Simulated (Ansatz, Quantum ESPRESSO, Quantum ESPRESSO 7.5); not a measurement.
## Band line-up of the MgS/ZnSe(110) superlattice, 5 + 5 layers, a = 5.606 Å

Aim: valence and conduction offsets of the MgS/ZnSe(110) superlattice, 5 + 5 layers, a = 5.606 Å from the line-up of mean potentials.

Main program and level: Quantum ESPRESSO 7.5; plane-wave DFT, LDA, GBRV ultrasoft pseudopotentials (cross-check by Ansatz 0.2.0 with PAW datasets).

## 1. Starting point

The cell holds 20 atoms: 5 Mg, 5 S, 5 Zn and 5 Se. Its edges and angles: a = 5.606 Å, b = 3.964 Å, c = 19.820 Å, α = 90.0°, β = 90.0°, γ = 90.0°. Regions: MgS, 10 atoms (5 Mg and 5 S); ZnSe, 10 atoms (5 Zn and 5 Se). The structure's axis is c.

## 2. The superlattice in Ansatz, atoms held

The atoms stay on the ideal cubic sites, so that each half of the superlattice is the very crystal whose bulk edges are computed below.

input.yaml

```yaml
crystal:
  lattice:
    - [5.606, 0.0, 0.0]
    - [0.0, 3.9640406153, 0.0]
    - [0.0, 0.0, 19.8202030767]
  atoms:
    - { symbol: Mg, position: [0.0, 0.0, 0.0] }
    - { symbol: S, position: [0.25, 0.5, 0.0] }
    - { symbol: Mg, position: [0.5, 0.5, 0.1] }
    - { symbol: S, position: [0.75, 0.0, 0.1] }
    - { symbol: Mg, position: [0.0, 0.0, 0.2] }
    - { symbol: S, position: [0.25, 0.5, 0.2] }
    - { symbol: Mg, position: [0.5, 0.5, 0.3] }
    - { symbol: S, position: [0.75, 0.0, 0.3] }
    - { symbol: Mg, position: [0.0, 0.0, 0.4] }
    - { symbol: S, position: [0.25, 0.5, 0.4] }
    - { symbol: Zn, position: [0.5, 0.5, 0.5] }
    - { symbol: Se, position: [0.75, 0.0, 0.5] }
    - { symbol: Zn, position: [0.0, 0.0, 0.6] }
    - { symbol: Se, position: [0.25, 0.5, 0.6] }
    - { symbol: Zn, position: [0.5, 0.5, 0.7] }
    - { symbol: Se, position: [0.75, 0.0, 0.7] }
    - { symbol: Zn, position: [0.0, 0.0, 0.8] }
    - { symbol: Se, position: [0.25, 0.5, 0.8] }
    - { symbol: Zn, position: [0.5, 0.5, 0.9] }
    - { symbol: Se, position: [0.75, 0.0, 0.9] }
kpoints:
  mp_grid: { grid: [6, 8, 1] }
hamiltonian:
  xc: lda
scf:
  occupations: { method: fermi_dirac, width: 0.02 }
  convergence: { dr2_threshold: 1.0e-08 }
output:
  eigenvalues: true
  write_potential: true
  write_density: true
  volumetric_format: npy
checkpoint:
  write: relax.run
  compress: false
  write_wavefunctions: false
```

Command:

```bash
$ ansatz run input.yaml --threads 4 --pin off --max-ram 8192MiB --backend cpu --events-out ev --progress --plain --runs-dir out
```

Numbers of over 12 decimals in the logs are rounded to 6 here.

Output:

```text
Engine: ansatz 0.2.0, aarch64-unknown-linux-gnu
Pseudopotentials: kind: paw
Pseudopotential: Mg, paw, valence charge 10, recommended cutoff 420 eV (normal), Mg.paw.azcp
Pseudopotential: S, paw, valence charge 6, recommended cutoff 420 eV (normal), S.paw.azcp
Pseudopotential: Zn, paw, valence charge 12, recommended cutoff 420 eV (normal), Zn.paw.azcp
Pseudopotential: Se, paw, valence charge 16, recommended cutoff 420 eV (normal), Se.paw.azcp
Functional definition: SPW92
  exchange = slater_x
  correlation = pw_c
Crystal: 20 atoms, lattice volume = 440.453 Å³
Basis set: ecut = 420 eV, 8637 PW (Γ)
Bands: 132, of which v1, the nominal top of the filled ones, is band 110 counted from 1 (109 counted from 0)
Symmetry: 4 space group operations
Space group: Pmm2 (ITA 25), of the structure as read, at distance tolerance 7.6e-5 Å
k-points: 20 of 48 (time reversal used)
Non-local potential: Mg, projectors of the file, l = 0: 3, l = 1: 2, l = 2: 1
Non-local potential: S, projectors of the file, l = 0: 2, l = 1: 2, l = 2: 2
Non-local potential: Zn, projectors of the file, l = 0: 2, l = 1: 2, l = 2: 3, l = 3: 1
Non-local potential: Se, projectors of the file, l = 0: 2, l = 1: 2, l = 2: 3, l = 3: 1
PAW form: soft (Blöchl's): semilocal exchange-correlation on the pseudo side does not see the compensation charge
PAW frozen core: Mg, regenerated for the run's functional, and the local potential with it (the file was generated under x = pbe(κ = 0.804, μ = 0.219515), c = pbe(β = 0.066725))
PAW frozen core: S, regenerated for the run's functional, and the local potential with it (the file was generated under x = pbe(κ = 0.804, μ = 0.219515), c = pbe(β = 0.066725))
PAW frozen core: Zn, regenerated for the run's functional, and the local potential with it (the file was generated under x = pbe(κ = 0.804, μ = 0.219515), c = pbe(β = 0.066725))
PAW frozen core: Se, regenerated for the run's functional, and the local potential with it (the file was generated under x = pbe(κ = 0.804, μ = 0.219515), c = pbe(β = 0.066725))
PAW one-centre angular grid: Mg, 110 points (default); XC on 64 Gauss nodes
PAW one-centre angular grid: S, 110 points (default); XC on 64 Gauss nodes
PAW one-centre angular grid: Zn, 590 points (default); XC on 64 Gauss nodes
PAW one-centre angular grid: Se, 590 points (default); XC on 64 Gauss nodes
Initial density: superposition of atomic densities (neutral atoms: chi_scale 0, normalization atom), corrected by the library's trained network
Initial wavefunctions: pseudopotential atomic-orbital guess
Functional: x = slater, c = lda
SCF iter   1: F=—  HF=-57024.008161 eV  |F-HF|=—  |Δ(HF+E_count)|=         —  Δρ=5.84e-3  dr2=1.03e-1  ethr=1.77e-3  ⟨swp⟩=6.3  Hψ=9629  notcnv=0  defer=81
preconditioner: auto → Resta (q_TF=auto, 2.430 Å⁻¹)  ε∞=4.7  [insulator: Δε(μ)=1.644 eV  Ē_g=10.420 eV  σ=0.020 eV  W_gap=1.00  n_scr=108 (ndim 8)  ℏωp=20.2 eV  f_vac=0.063  D(μ)=0.00/eV (n_scr^D=0)  ε∞_Penn≈4.7]
SCF iter   2: F=—  HF=-57023.972885 eV  |F-HF|=—  |Δ(HF+E_count)|=   3.53e-2  Δρ=2.72e-3  dr2=2.75e-2  ethr=4.69e-5  ⟨swp⟩=2.0  Hψ=5359  notcnv=0  defer=321
SCF iter   3: F=—  HF=-57023.966429 eV  |F-HF|=—  |Δ(HF+E_count)|=   6.46e-3  Δρ=1.38e-3  dr2=4.90e-3  ethr=1.25e-5  ⟨swp⟩=2.0  Hψ=4038  notcnv=0  defer=321
SCF iter   4: F=—  HF=-57023.964581 eV  |F-HF|=—  |Δ(HF+E_count)|=   1.85e-3  Δρ=4.15e-4  dr2=6.53e-4  ethr=2.23e-6  ⟨swp⟩=2.0  Hψ=3518  notcnv=0  defer=321
SCF iter   5: F=—  HF=-57023.964442 eV  |F-HF|=—  |Δ(HF+E_count)|=   1.39e-4  Δρ=1.03e-4  dr2=5.21e-5  ethr=2.97e-7  ⟨swp⟩=2.0  Hψ=3416  notcnv=0  defer=321
SCF iter   6: F=—  HF=-57023.964455 eV  |F-HF|=—  |Δ(HF+E_count)|=   1.30e-5  Δρ=3.29e-5  dr2=5.94e-6  ethr=2.37e-8  ⟨swp⟩=2.0  Hψ=4322  notcnv=0  defer=321
SCF iter   7: F=—  HF=-57023.964535 eV  |F-HF|=—  |Δ(HF+E_count)|=   8.02e-5  Δρ=1.07e-5  dr2=5.92e-7  ethr=2.70e-9  ⟨swp⟩=2.0  Hψ=4419  notcnv=0  defer=321
SCF iter   8: F=—  HF=-57023.964536 eV  |F-HF|=—  |Δ(HF+E_count)|=   1.78e-7  Δρ=8.92e-6  dr2=2.25e-7  ethr=2.69e-10  ⟨swp⟩=2.0  Hψ=4437  notcnv=0  defer=321
SCF iter   9: F=—  HF=-57023.964536 eV  |F-HF|=—  |Δ(HF+E_count)|=   1.07e-7  Δρ=2.46e-6  dr2=2.12e-8  ethr=1.02e-10  ⟨swp⟩=2.0  Hψ=3419  notcnv=0  defer=321
SCF iter  10: F=-57023.964536 eV  HF=-57023.964536 eV  |F-HF|=8.00e-11  |Δ(HF+E_count)|=   2.38e-9  Δρ=4.70e-7  dr2=1.23e-9  ethr=4.55e-12  ⟨swp⟩=11.3  Hψ=10987  notcnv=0
SCF 1 converged in 10 iterations: F = -57023.964536 eV  dr2 = 1.23e-9
  greatest PAW one-centre occupation: 1.000 electrons in one spin orbital (limit 2), on the Mg atom at site 8 (counted from 0), in its partial waves of l = 1
SCF converged after 10 iterations
Free energy (F): -57023.964536 eV
Harris-Foulkes:  -57023.964536 eV  (|F-HF|=8.00e-11)
Internal energy: -57023.964536 eV  (E = F + TS)
E sigma→0 (E₀):  -57023.964536 eV
Fermi energy:    6.317495 eV
--- Per-component energies (eV) ---
  E_band       = -3834.708478
  E_kinetic    = 2183.155189
  E_local      = -43759.852318  (includes V_loc(G=0)·N_el)
  E_nonlocal   = 765.288610
  E_hartree    = 19731.131709
  E_xc         = -1827.233449
  E_vxc        = -1394.387768  (∫ρ·V_xc dr)
  E_paw        = -22115.882424  (= ΣΔE_a)
  E_vpaw       = -1091.172705  (= ΣTr[D̂ρ^β])
  E_aug_tail   = -0.004741  (compensation charges beyond the density's cutoff)
  E_ewald      = -12020.958013
  E_core_change = 20.390902  (= ΣΔE_core)
  E_smearing   = -0.000000  (= −TS)
  E_closure    = 0.000000  (closes the sum)
  Σ components = -57023.964536   (vs F -57023.964536, Δ=0.00e0)
--- Band table (eV; the first three rows and the last of 20) ---
  k-point 0: bands = [... 106 lower, 5.1205, 5.1792, 5.2884, 5.4784, 7.1566, 8.2134, 8.4029, 8.6581, ... 18 higher]
  k-point 1: bands = [... 106 lower, 4.6643, 4.7906, 5.0935, 5.1252, 7.8679, 8.5350, 8.8848, 9.0587, ... 18 higher]
  k-point 2: bands = [... 106 lower, 4.2136, 4.2548, 4.5237, 5.0079, 8.7742, 9.0465, 9.2256, 9.2440, ... 18 higher]
  k-point 19: bands = [... 106 lower, 4.4260, 4.4524, 4.4882, 4.4926, 8.2931, 8.5945, 9.4108, 9.9439, ... 18 higher]
```

Wall time 45 s (4 threads of Arm Neoverse V2, shared host); peak memory 1.9 GiB; 3 min of CPU time.

Read from the output:

- free energy: -57023.9645 eV
- Fermi energy: 6.317 eV
- gap by band count: 1.678 eV
- symmetry operations: 4

## 3. SCF with pw.x of bulk MgS

Each bulk is run alone at the common lattice constant, to place its band edges against its own mean potential.

Level of this step: plane-wave DFT, LDA, GBRV ultrasoft pseudopotentials (Quantum ESPRESSO 7.5).

System of this step: MgS, zinc blende at a = 5.606 Å. It takes space group F-43m (No. 216, cubic). Conventional cell: a = 5.606 Å, b = 5.606 Å, c = 5.606 Å, α = 90.00°, β = 90.00°, γ = 90.00°. Mg has 4 S at 2.43 Å nearest. Nearest to S lie 4 Mg at 2.43 Å. Farther neighbours and most contacts between anions are not listed.

a.in

```
&control
  prefix = 'a'
  outdir = './out'
  pseudo_dir = './pseudo'
  calculation = 'scf'
  tprnfor = .true.
/
&system
  ibrav = 0
  nat = 4
  ntyp = 2
  ecutwfc = 40
  ecutrho = 200
  occupations = 'smearing'
  smearing = 'fd'
  degauss = 0.002
/
&electrons
  conv_thr = 1e-07
  mixing_beta = 0.5
  electron_maxstep = 120
/
ATOMIC_SPECIES
  Mg  24.3050  mg_lda_v1.4.uspp.F.UPF
  S   32.0600  s_lda_v1.4.uspp.F.UPF
CELL_PARAMETERS angstrom
  5.60600000000000 0.00000000000000 0.00000000000000
  0.00000000000000 3.96404061533178 0.00000000000000
  0.00000000000000 0.00000000000000 3.96404061533178
ATOMIC_POSITIONS crystal
  Mg  0.000000000000 0.000000000000 0.000000000000
  S   0.250000000000 0.500000000000 0.000000000000
  Mg  0.500000000000 0.500000000000 0.500000000000
  S   0.750000000000 0.000000000000 0.500000000000
K_POINTS automatic
  6 8 8 0 0 0
```

Command:

```bash
$ OMP_NUM_THREADS=1 mpirun -n 4 pw.x -nk 4 -in a.in > a.out
```

Output:

```text
Program PWSCF v.7.5 starts
[citation notice left out]

     Parallel version (MPI & OpenMP), running on       4 processor cores
     Number of MPI processes:                 4
     Threads/MPI process:                     1

     MPI processes distributed on     1 nodes
[...]
Current dimensions of program PWSCF are:
     Max number of different atomic species (ntypx) = 10
     Max number of k-points (npk) =  40000
     Max angular momentum in pseudopotentials (lmaxx) =  4
     Found identity + ( -0.5000 -0.5000 -0.5000) symmetry
     This is a supercell, fractional translations are disabled
     Message from routine setup:
     using ibrav=0 with symmetry is DISCOURAGED, use correct ibrav instead

     K-points division:     npool     =       4
     Subspace diagonalization in iterative solution of the eigenvalue problem:
     a serial algorithm will be used

     G-vector sticks info
     --------------------
     sticks:   dense  smooth     PW     G-vecs:    dense   smooth      PW
     Sum        1259    1009    311                28363    20271    3411

     Using Slab Decomposition

     bravais-lattice index     =            0
     lattice parameter (alat)  =      10.5938  a.u.
     unit-cell volume          =     594.4644 (a.u.)^3
     number of atoms/cell      =            4
     number of atomic types    =            2
     number of electrons       =        32.00
     number of Kohn-Sham states=           20
     kinetic-energy cutoff     =      40.0000  Ry
     charge density cutoff     =     200.0000  Ry
     scf convergence threshold =      1.0E-07
     mixing beta               =       0.5000
     number of iterations used =            8  plain     mixing
     Exchange-correlation=  SLA  PZ   NOGX NOGC
                           (   1   1   0   0   0   0   0)

     celldm(1)=  10.593805  celldm(2)=   0.000000  celldm(3)=   0.000000
     celldm(4)=   0.000000  celldm(5)=   0.000000  celldm(6)=   0.000000

     crystal axes: (cart. coord. in units of alat)
               a(1) = (   1.000000   0.000000   0.000000 )
               a(2) = (   0.000000   0.707107   0.000000 )
               a(3) = (   0.000000   0.000000   0.707107 )

     reciprocal axes: (cart. coord. in units 2 pi/alat)
               b(1) = (  1.000000  0.000000  0.000000 )
               b(2) = (  0.000000  1.414214  0.000000 )
               b(3) = (  0.000000  0.000000  1.414214 )

     PseudoPot. # 1 for Mg read from file:
     ./pseudo/mg_lda_v1.4.uspp.F.UPF
     Pseudo is Ultrasoft, Zval = 10.0
     Generated by new atomic code, or converted to UPF format
     Using radial grid of  821 points,  7 beta functions with:
                l(1) =   0
                l(2) =   0
                l(3) =   0
                l(4) =   1
                l(5) =   1
                l(6) =   2
                l(7) =   2
     Q(r) pseudized with  8 coefficients,  rinner =    1.200   1.200   1.200
                                                       1.200   1.200

     PseudoPot. # 2 for S  read from file:
     ./pseudo/s_lda_v1.4.uspp.F.UPF
     Pseudo is Ultrasoft + core correction, Zval =  6.0
     Generated by new atomic code, or converted to UPF format
     Using radial grid of  907 points,  6 beta functions with:
                l(1) =   0
                l(2) =   0
                l(3) =   1
                l(4) =   1
                l(5) =   2
                l(6) =   2
     Q(r) pseudized with  8 coefficients,  rinner =    1.300   1.300   1.300
                                                       1.300   1.300

     atomic species   valence    mass     pseudopotential
     Mg               10.00    24.30500     Mg( 1.00)
     S                 6.00    32.06000     S ( 1.00)

      8 Sym. Ops. (no inversion) found

   Cartesian axes

     site n.     atom                  positions (alat units)
         1        Mg     tau(   1) = (   0.0000000   0.0000000   0.0000000  )
         2        S      tau(   2) = (   0.2500000   0.3535534   0.0000000  )
         3        Mg     tau(   3) = (   0.5000000   0.3535534   0.3535534  )
         4        S      tau(   4) = (   0.7500000   0.0000000   0.3535534  )

     number of k points=    60  Fermi-Dirac smearing, width (Ry)=  0.0020
                       cart. coord. in units 2pi/alat
        k(    1) = (   0.0000000   0.0000000   0.0000000), wk =   0.0052083
        k(    2) = (   0.0000000   0.0000000   0.1767767), wk =   0.0208333
        k(    3) = (   0.0000000   0.0000000   0.3535534), wk =   0.0208333
        k(    4) = (   0.0000000   0.0000000   0.5303301), wk =   0.0208333
        k(    5) = (   0.0000000   0.0000000  -0.7071068), wk =   0.0104167
        k(    6) = (   0.0000000   0.1767767   0.1767767), wk =   0.0208333
        k(    7) = (   0.0000000   0.1767767   0.3535534), wk =   0.0416667
        k(    8) = (   0.0000000   0.1767767   0.5303301), wk =   0.0416667
        k(    9) = (   0.0000000   0.1767767  -0.7071068), wk =   0.0208333
        k(   10) = (   0.0000000   0.3535534   0.3535534), wk =   0.0208333
[...]
k(   60) = (  -0.5000000  -0.7071068  -0.7071068), wk =   0.0052083

     Dense  grid:    28363 G-vectors     FFT dimensions: (  48,  36,  36)

     Smooth grid:    20271 G-vectors     FFT dimensions: (  45,  32,  32)

     Estimated max dynamical RAM per process >      58.00 MB

     Estimated total dynamical RAM >     211.24 MB

     Initial potential from superposition of free atoms

     starting charge      31.3995, renormalised to      32.0000
     Starting wfcs are   18 randomized atomic wfcs +    2 random wfcs

     total cpu time spent up to now is        0.7 secs

     per-process dynamical memory:    43.4 Mb

     Self-consistent Calculation

     iteration #  1     ecut=    40.00 Ry     beta= 0.50
     Davidson diagonalization with overlap
     ethr =  1.00E-02,  avg # of iterations =  6.7

     total cpu time spent up to now is        1.9 secs

     total energy              =    -298.65348944 Ry
     estimated scf accuracy    <       0.35910714 Ry

     iteration #  2     ecut=    40.00 Ry     beta= 0.50
[...]
total energy              =    -298.72530649 Ry
     estimated scf accuracy    <       0.01870609 Ry

     iteration #  3     ecut=    40.00 Ry     beta= 0.50
[...]
total energy              =    -298.72567290 Ry
     estimated scf accuracy    <       0.00360950 Ry

     iteration #  4     ecut=    40.00 Ry     beta= 0.50
[...]
total energy              =    -298.72603177 Ry
     estimated scf accuracy    <       0.00022462 Ry

     iteration #  5     ecut=    40.00 Ry     beta= 0.50
[...]
total energy              =    -298.72609239 Ry
     estimated scf accuracy    <       0.00002437 Ry

     iteration #  6     ecut=    40.00 Ry     beta= 0.50
[...]
total energy              =    -298.72609859 Ry
     estimated scf accuracy    <       0.00000032 Ry

     iteration #  7     ecut=    40.00 Ry     beta= 0.50
[...]
total energy              =    -298.72609923 Ry
     estimated scf accuracy    <       0.00000041 Ry

     iteration #  8     ecut=    40.00 Ry     beta= 0.50
[...]
End of self-consistent calculation

          k = 0.0000 0.0000 0.0000 (  2509 PWs)   bands (ev):

   -69.9329 -69.9327 -37.3744 -37.3725 -37.3725 -37.3713 -37.3713 -37.3713
    -8.3083  -7.3160   0.0751   1.9547   1.9547   3.0437   3.0437   3.0437
     6.3749   6.6772   8.5036  10.8648

          k = 0.0000 0.0000 0.1768 (  2545 PWs)   bands (ev):

   -69.9329 -69.9327 -37.3743 -37.3727 -37.3724 -37.3716 -37.3714 -37.3713
    -8.2441  -7.3147   0.1712   1.6244   2.0158   2.5568   2.9379   3.0347
     6.8823   7.0138   8.9036  10.6840

          k = 0.0000 0.0000 0.3536 (  2535 PWs)   bands (ev):

   -69.9329 -69.9327 -37.3740 -37.3731 -37.3723 -37.3723 -37.3717 -37.3714
    -8.0667  -7.3304   0.4248   1.0435   1.6650   2.1864   2.6227   2.9911
     7.6614   7.8418   9.9052  10.4098

          k = 0.0000 0.0000 0.5303 (  2543 PWs)   bands (ev):

   -69.9329 -69.9327 -37.3738 -37.3732 -37.3730 -37.3721 -37.3721 -37.3716
    -7.8220  -7.4085   0.4635   0.9033   1.0344   2.1324   2.4280   2.8780
     8.4160   8.8081  10.1814  10.3660

          k = 0.0000 0.0000-0.7071 (  2556 PWs)   bands (ev):

   -69.9329 -69.9327 -37.3737 -37.3735 -37.3727 -37.3726 -37.3719 -37.3717
    -7.5801  -7.5801   0.4819   0.4819   1.5578   1.5578   2.6797   2.6797
     9.2673   9.2673   9.7842   9.7842

          k = 0.0000 0.1768 0.1768 (  2561 PWs)   bands (ev):

   -69.9329 -69.9327 -37.3742 -37.3727 -37.3725 -37.3718 -37.3715 -37.3715
    -8.1815  -7.3110   0.2643   1.6005   1.7794   2.3169   2.8514   2.8514
     7.2974   7.3879   9.2451  10.3099

[...]
the Fermi energy is     3.5887 ev

!    total energy              =    -298.72609927 Ry
     estimated scf accuracy    <       0.00000002 Ry
     smearing contrib. (-TS)   =      -0.00000000 Ry
     internal energy E=F+TS    =    -298.72609927 Ry

     The total energy is F=E-TS. E is the sum of the following terms:
     one-electron contribution =    -227.46251741 Ry
     hartree contribution      =     114.49885738 Ry
     xc contribution           =     -49.87668676 Ry
     ewald contribution        =    -135.88575248 Ry

     convergence has been achieved in   8 iterations

     Forces acting on atoms (cartesian axes, Ry/au):

     atom    1 type  1   force =     0.00000000    0.00000000    0.00000000
     atom    2 type  2   force =     0.00000082    0.00000000    0.00000000
     atom    3 type  1   force =     0.00000000    0.00000000    0.00000000
     atom    4 type  2   force =    -0.00000082    0.00000000    0.00000000

     Total force =     0.000001     Total SCF correction =     0.000009
     SCF correction compared to forces is large: reduce conv_thr to get better values

[...]
=------------------------------------------------------------------------------=
   JOB DONE.
=------------------------------------------------------------------------------=
```

It took 11 s on 4 MPI ranks; peak memory 0.36 GiB.

This step gave:

```
free energy  : -4064.3756 eV
Fermi energy : 3.589 eV
```

The run needed 8 iterations to bring the estimated error under 1e-07 Ry.

(Continued in part 2 of 7.)

[Logs are printed without paths, hosts, clocks, repeated set-up lines and the standing remarks that a program may print on its own settings, such as how far it seeks lower states.]

[Hosts, paths, dates, database ids (printed as entryN), source tags and the programs' standing remarks are cut or masked in the printed files.]

[Maps of the electrostatic potential energy from Ansatz leave out the sawtooth potential of an applied field or a dipole correction, so their vacuum need not be flat; planar profiles and work functions include it.]
